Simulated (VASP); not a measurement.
# Sb (Im-3m) in VASP: a series of runs

The runs below take Sb through single point, with PBE.

Program: VASP 6.6.1. These are calculated values, not measurements. Logs are shortened: lines on timing, memory, paths and dates and some standing lists are left out, and cuts for length are marked.

## 1. The crystal as given

It takes space group Im-3m (No. 229, cubic). The conventional cell has a = 3.743 Å, b = 3.743 Å, c = 3.743 Å, α = 90.00°, β = 90.00°, γ = 90.00°. Around Sb (site symmetry m-3m) lie 8 Sb at 3.24 Å.

This isn't the form of Sb at room conditions, which is rhombohedral.

## 2. Single point, PBE

INCAR reads:

```
SYSTEM = Sb
PREC = Accurate
ENCUT = 700
EDIFF = 1E-6
ISMEAR = 0
SIGMA = 0.05
LREAL = .False.
LASPH = .True.
NELM = 100
ALGO = Normal
ISIF = 2
LWAVE = .False.
LCHARG = .False.
GGA = PE
ADDGRID = .False.
```

KPOINTS reads:

```
Automatic mesh
0
Gamma
  4 4 4
  0 0 0
```

POSCAR reads:

```
Sb
1.0
   -1.8713408863      1.8713408863      1.8713408863
    1.8713408863     -1.8713408863      1.8713408863
    1.8713408863      1.8713408863     -1.8713408863
Sb
1
Direct
    0.0000000000      0.0000000000      0.0000000000
```

Potentials or basis: VASP PAW PBE potentials, release 64 (Sb).

Started as:

```console
cat potpaw_PBE.64/Sb/POTCAR > POTCAR
mpirun -np 1 vasp_std > vasp.out
```

OUTCAR:

```text
SYSTEM = Sb
   PREC = Accurate
   ENCUT = 700
   EDIFF = 1E-6
   ISMEAR = 0
   LREAL = .False.
   LASPH = .True.
   NELM = 100
   ISIF = 2
   GGA = PE

 Found      8 irreducible k-points:

 Following reciprocal coordinates:
            Coordinates               Weight
  0.000000  0.000000  0.000000      1.000000
  0.250000  0.000000  0.000000     12.000000
  0.500000  0.000000  0.000000      6.000000
  0.250000  0.250000  0.000000     24.000000
  0.250000  0.250000  0.250000      2.000000
 -0.250000  0.250000  0.250000      6.000000
   k-points           NKPTS =      8   k-points in BZ     NKDIM =      8   number of bands    NBANDS=      6
   number of dos      NEDOS =    301   number of ions     NIONS =      1
   total plane-waves  NPLWV =  21952
   dimension x,y,z NGX =    28 NGY =   28 NGZ =   28
   dimension x,y,z NGXF=    56 NGYF=   56 NGZF=   56
   ions per type =               1
   NGX,Y,Z   is equivalent  to a cutoff of  14.36, 14.36, 14.36 a.u.
   NGXF,Y,Z  is equivalent  to a cutoff of  28.72, 28.72, 28.72 a.u.
 SYSTEM =  Sb
   PREC   = accura    normal or accurate (medium, high low for compatibility)
   ISTART =      0    job   : 0-new  1-cont  2-samecut
   ICHARG =      2    charge: 1-file 2-atom 10-const
   ISPIN  =      1    spin polarized calculation?
   LNONCOLLINEAR =      F non collinear calculations
   LSORBIT =      F    spin-orbit coupling
   LASPH  =      T    aspherical Exc in radial PAW
   ENCUT  =  700.0 eV  51.45 Ry    7.17 a.u.   6.99  6.99  6.99*2*pi/ulx,y,z
   NELM   =    100;   NELMIN=  2; NELMDL= -5     # of ELM steps
   EDIFF  = 0.1E-05   stopping-criterion for ELM
   LREAL  =      F    real-space projection
   EDIFFG = 0.1E-04   stopping-criterion for IOM
   NSW    =      0    number of steps for IOM
   IBRION =     -1    ionic relax: 0-MD 1-quasi-New 2-CG
   NFREE  =      0    steps in history (QN), initial steepest desc. (CG)
   ISIF   =      2    stress and relaxation
   ISYM   =      2    0-nonsym 1-usesym 2-fastsym
   POTIM  = 0.5000    time-step for ionic-motion
   TEBEG  =    0.0;   TEEND  =   0.0 temperature during run
   PSTRESS=    0.0 pullay stress
   NELECT =       5.0000    total number of electrons
   NUPDOWN=      -1.0000    fix difference up-down
   EMIN   =  10.00;   EMAX   =-10.00  energy-range for DOS
   EFERMI =   0.00;   METHOD = LEGACY
   ISMEAR =     0;   SIGMA  =   0.05  broadening in eV -4-tet -1-fermi 0-gaus
   EFERMI_NEDOS =   21; number of points for ismear=-14 and -15
   IALGO  =     38    algorithm
   IMIX   =      4    mixing-type and parameters
     AMIX     =   0.40;   BMIX     =  1.00
     AMIX_MAG =   1.60;   BMIX_MAG =  1.00
  volume/ion in A,a.u.               =      26.21       176.89
  Fermi-wavevector in a.u.,A,eV,Ry     =   0.942378  1.780837 12.083018  0.888077
  Thomas-Fermi vector in A             =   2.069982
   LORBIT       =      0    0 simple, 1 ext, 2 COOP (PROOUT), +10 PAW based schemes
   GGA     = PE    functional components
   LHFCALC =     F    Hartree Fock is set to
   AEXX    =    0.0000 exact exchange contribution
   IVDW    =     0    specifies the selected vdW correction
   LEPSILON=     F    determine dielectric tensor
   LRPA    =     F    only Hartree local field effects (RPA)
 non-spin polarized calculation
 Gauss-broadening in eV      SIGMA  =   0.05
  energy-cutoff  :      700.00
  volume of cell :       26.21
 maximum number of plane-waves:      1144
   NGX = 13   NGY = 13   NGZ = 13

 number of electron       5.0000000 magnetization

 Free energy of the ion-electron system (eV)
  ---------------------------------------------------
  ext. energy  EPLUGINS =         0.00000000
  ---------------------------------------------------
  free energy    TOTEN  =        -3.81898600 eV

  energy without entropy =       -3.81477284  energy(sigma->0) =       -3.81687942

 E-fermi :   8.4781     XC(G=0): -10.3537

 val. band max:        8.4542360208   @ k =   0.2500   0.0000   0.0000
 cond. band min:       8.8338913512   @ k =  -0.2500   0.2500   0.2500
 fundamental gap:      0.3796553305
 Fermi energy:         8.4780828346

 k-point     1 :       0.0000    0.0000    0.0000
  band No.  band energies     occupation
      1      -4.2631      2.00000
      2      14.4860      0.00000
      3      14.4860      0.00000
      4      14.4860      0.00000
      5      19.4266      0.00000
      6      19.4266      0.00000

 k-point     2 :       0.2500    0.0000    0.0000
  band No.  band energies     occupation
      1      -2.9343      2.00000
      2       8.4542      1.50000
      3      11.9965      0.00000
      4      13.5005      0.00000
      5      16.4423      0.00000
      6      16.7807      0.00000

 k-point     3 :       0.5000    0.0000    0.0000
  band No.  band energies     occupation
      1      -0.0704      2.00000
      2       3.0427      2.00000
      3      10.5362      0.00000
      4      12.6237      0.00000
      5      15.3094      0.00000
      6      15.7448      0.00000

 k-point     4 :       0.2500    0.2500    0.0000
  band No.  band energies     occupation
      1      -0.5008      2.00000
      2       5.2564      2.00000
      3       7.1991      2.00000
      4      11.5604      0.00000
      5      17.3449      0.00000
      6      18.5621      0.00000

 k-point     5 :       0.2500    0.2500    0.2500
  band No.  band energies     occupation
      1       0.9806      2.00000
      2       5.9337      2.00000
      3       5.9337      2.00000
      4       5.9337      2.00000
      5      23.8521      0.00000
      6      23.8521      0.00000

 k-point     6 :      -0.2500    0.2500    0.2500
  band No.  band energies     occupation
      1      -1.6283      2.00000
      2       8.8339      0.00000
      3       9.5310      0.00000
      4       9.5310      0.00000
      5      14.0292      0.00000
      6      21.0472      0.00000

 [... further k-points ...]

------------------------ aborting loop because EDIFF is reached ----------------------------------------

  FORCE on cell =-STRESS in cart. coord.  units (eV):
  Direction    XX          YY          ZZ          XY          YZ          ZX
  --------------------------------------------------------------------------------------
  -------------------------------------------------------------------------------------
  Total       -0.0203838     -0.0203838     -0.0203838     -0.0000000      0.0000000      0.0000000
  in kB       -1.2458811     -1.2458811     -1.2458811     -0.0000000      0.0000000      0.0000000
  external PRESSURE =      -1.2458811 kB  Pullay stress =       0.0000000 kB

 VOLUME and BASIS-vectors are now :
 -----------------------------------------------------------------------------
  energy-cutoff  :      700.00
  volume of cell :       26.21
      direct lattice vectors                 reciprocal lattice vectors
    -1.871340886  1.871340886  1.871340886     0.000000000  0.267188092  0.267188092
     1.871340886 -1.871340886  1.871340886     0.267188092  0.000000000  0.267188092
     1.871340886  1.871340886 -1.871340886     0.267188092  0.267188092  0.000000000

 POSITION                                       TOTAL-FORCE (eV/Angst)
 -----------------------------------------------------------------------------------
      0.00000      0.00000      0.00000        -0.000000      0.000000      0.000000
 -----------------------------------------------------------------------------------
    total drift:                               -0.000000      0.000000      0.000000

  FREE ENERGIE OF THE ION-ELECTRON SYSTEM (eV)
  ---------------------------------------------------
  free  energy   TOTEN  =        -3.8189859971 eV

  energy  without entropy=       -3.8147728351  energy(sigma->0) =       -3.81687942
```

Wall time 4.7 s (1 thread of AMD EPYC 7R43 (Zen 3), shared host); peak memory 0.11 GiB.

The run converged, but some of its settings lie outside the range that counts as converged, so its numbers aren't taken as properties of the crystal.

What came out:

```
Free energy            : -3.8190 eV
Pressure               : -0.1 GPa
Band gap on the k mesh : none (metal or under the smearing width)
```

Caveat: the k mesh is coarse (spacing up to 0.59 Å⁻¹), so the values aren't converged.

## 3. Single point, PBE

INCAR is that of step 2.

KPOINTS is that of step 2.

POSCAR reads:

```
Sb
1.0
   -1.8488020000      1.8498240000      1.9110830000
    1.8778730000     -1.8297390000      1.9200690000
    1.8451380000      1.8260750000     -1.8909980000
Sb
1
Direct
   -0.0010080000      0.0132760000      0.0062290000
```

Potentials or basis: VASP PAW PBE potentials, release 64 (Sb).

Started as:

```console
cat potpaw_PBE.64/Sb/POTCAR > POTCAR
mpirun -np 1 vasp_std > vasp.out
```

Run time: 8.5 s. Hardware: 1 thread of AMD EPYC 7R43 (Zen 3), shared host; peak memory 0.12 GiB.

The run converged, but some of its settings lie outside the range that counts as converged, so its numbers aren't taken as properties of the crystal.

Results:

```
Free energy            : -3.8138 eV
Pressure               : 0.0 GPa
Band gap on the k mesh : none (metal or under the smearing width)
```

Caveat: the k mesh is coarse (spacing up to 0.60 Å⁻¹), so the values aren't converged.

## 4. Single point, PBE

Changes to INCAR since step 3:

```diff
@@ -2,3 +2,3 @@
 PREC = Accurate
-ENCUT = 700
+ENCUT = 450
 EDIFF = 1E-6
```

KPOINTS reads:

```
Automatic mesh
0
Gamma
  5 5 5
  0 0 0
```

POSCAR reads:

```
Sb
1.0
   -1.8713408863      1.8713408863      1.8713408863
    1.8713408863     -1.8713408863      1.8713408863
    1.8713408863      1.8713408863     -1.8713408863
Sb
1
Direct
    0.0000000000      0.0000000000      0.0000000000
```

Potentials or basis: VASP PAW PBE potentials, release 64 (Sb).

Started as:

```console
cat potpaw_PBE.64/Sb/POTCAR > POTCAR
mpirun -np 1 vasp_std > vasp.out
```

OUTCAR:

```text
SYSTEM = Sb
   PREC = Accurate
   ENCUT = 450
   EDIFF = 1E-6
   ISMEAR = 0
   LREAL = .False.
   LASPH = .True.
   NELM = 100
   ISIF = 2
   GGA = PE

 Found     10 irreducible k-points:

 Following reciprocal coordinates:
            Coordinates               Weight
  0.000000  0.000000  0.000000      1.000000
  0.200000  0.000000  0.000000     12.000000
  0.400000  0.000000  0.000000     12.000000
  0.200000  0.200000  0.000000     24.000000
  0.400000  0.200000  0.000000     24.000000
  0.200000  0.200000  0.200000      8.000000
   k-points           NKPTS =     10   k-points in BZ     NKDIM =     10   number of bands    NBANDS=      6
   number of dos      NEDOS =    301   number of ions     NIONS =      1
   total plane-waves  NPLWV =  13824
   dimension x,y,z NGX =    24 NGY =   24 NGZ =   24
   dimension x,y,z NGXF=    48 NGYF=   48 NGZF=   48
   ions per type =               1
   NGX,Y,Z   is equivalent  to a cutoff of  12.31, 12.31, 12.31 a.u.
   NGXF,Y,Z  is equivalent  to a cutoff of  24.62, 24.62, 24.62 a.u.
 SYSTEM =  Sb
   PREC   = accura    normal or accurate (medium, high low for compatibility)
   ISTART =      0    job   : 0-new  1-cont  2-samecut
   ICHARG =      2    charge: 1-file 2-atom 10-const
   ISPIN  =      1    spin polarized calculation?
   LNONCOLLINEAR =      F non collinear calculations
   LSORBIT =      F    spin-orbit coupling
   LASPH  =      T    aspherical Exc in radial PAW
[... 58 lines left out ...]

 k-point     1 :       0.0000    0.0000    0.0000
  band No.  band energies     occupation
      1      -4.2604      2.00000
      2      14.4924      0.00000
      3      14.4924      0.00000
      4      14.4924      0.00000
      5      19.4390      0.00000
      6      19.4390      0.00000
[... 37 lines left out ...]
 k-point     6 :       0.2000    0.2000    0.2000
  band No.  band energies     occupation
      1       0.2657      2.00000
      2       5.0414      2.00000
      3       7.3647      2.00000
      4       7.3647      2.00000
      5      21.9776      0.00000
      6      21.9776      0.00000

 [... further k-points ...]

------------------------ aborting loop because EDIFF is reached ----------------------------------------

  FORCE on cell =-STRESS in cart. coord.  units (eV):
  Direction    XX          YY          ZZ          XY          YZ          ZX
  --------------------------------------------------------------------------------------
  -------------------------------------------------------------------------------------
  Total        0.1761474      0.1761474      0.1761474     -0.0000000      0.0000000     -0.0000000
  in kB       10.7663382     10.7663382     10.7663382     -0.0000000      0.0000000     -0.0000000
  external PRESSURE =      10.7663382 kB  Pullay stress =       0.0000000 kB

 VOLUME and BASIS-vectors are now :
 -----------------------------------------------------------------------------
  energy-cutoff  :      450.00
  volume of cell :       26.21
      direct lattice vectors                 reciprocal lattice vectors
    -1.871340886  1.871340886  1.871340886     0.000000000  0.267188092  0.267188092
     1.871340886 -1.871340886  1.871340886     0.267188092  0.000000000  0.267188092
     1.871340886  1.871340886 -1.871340886     0.267188092  0.267188092  0.000000000

 POSITION                                       TOTAL-FORCE (eV/Angst)
 -----------------------------------------------------------------------------------
      0.00000      0.00000      0.00000         0.000000     -0.000000      0.000000
 -----------------------------------------------------------------------------------
    total drift:                               -0.000000     -0.000000      0.000000

  FREE ENERGIE OF THE ION-ELECTRON SYSTEM (eV)
  ---------------------------------------------------
  free  energy   TOTEN  =        -3.8621561089 eV

  energy  without entropy=       -3.8520543425  energy(sigma->0) =       -3.85710523
```

OSZICAR:

```text
N       E                     dE             d eps       ncg     rms          rms(c)
DAV:   1     0.105676230965E+02    0.10568E+02   -0.16387E+03   120   0.507E+02
DAV:   2    -0.364258522854E+01   -0.14210E+02   -0.13071E+02   174   0.781E+01
DAV:   3    -0.386598841645E+01   -0.22340E+00   -0.22101E+00   126   0.114E+01
DAV:   4    -0.386706363949E+01   -0.10752E-02   -0.10751E-02   168   0.109E+00
DAV:   5    -0.386706678765E+01   -0.31482E-05   -0.31470E-05   144   0.417E-02    0.184E+00
DAV:   6    -0.386371677615E+01    0.33500E-02   -0.23484E-03   150   0.334E-01    0.104E+00
DAV:   7    -0.386212704100E+01    0.15897E-02   -0.47131E-03   120   0.470E-01    0.595E-02
DAV:   8    -0.386215568236E+01   -0.28641E-04   -0.69491E-05   174   0.812E-02    0.591E-03
DAV:   9    -0.386215610891E+01   -0.42656E-06   -0.49791E-07   144   0.730E-03
   1 F= -.38621561E+01 E0= -.38571052E+01  d E =-.101018E-01
```

stdout:

```text
POSCAR found type information on POSCAR Sb
 POSCAR found :  1 types and       1 ions
 scaLAPACK will be used
 LDA part: xc-table for (Slater+PW92), standard interpolation
 POSCAR, INCAR and KPOINTS ok, starting setup
 FFT: planning ... GRIDC
 FFT: planning ... GRID_SOFT
 FFT: planning ... GRID
 WAVECAR not read
 entering main loop
```

It took 3.8 s on 1 thread of AMD EPYC 7R43 (Zen 3), shared host; peak memory 0.1 GiB.

These settings aren't checked as converged: the numbers below hold their error.

Results:

| Quantity | Value |
| --- | --- |
| Free energy | -3.8622 eV |
| Pressure | 1.1 GPa |
| Band gap on the k mesh | none (metal or under the smearing width) |

Caveat: the k mesh is coarse (spacing up to 0.47 Å⁻¹), so the values aren't converged.
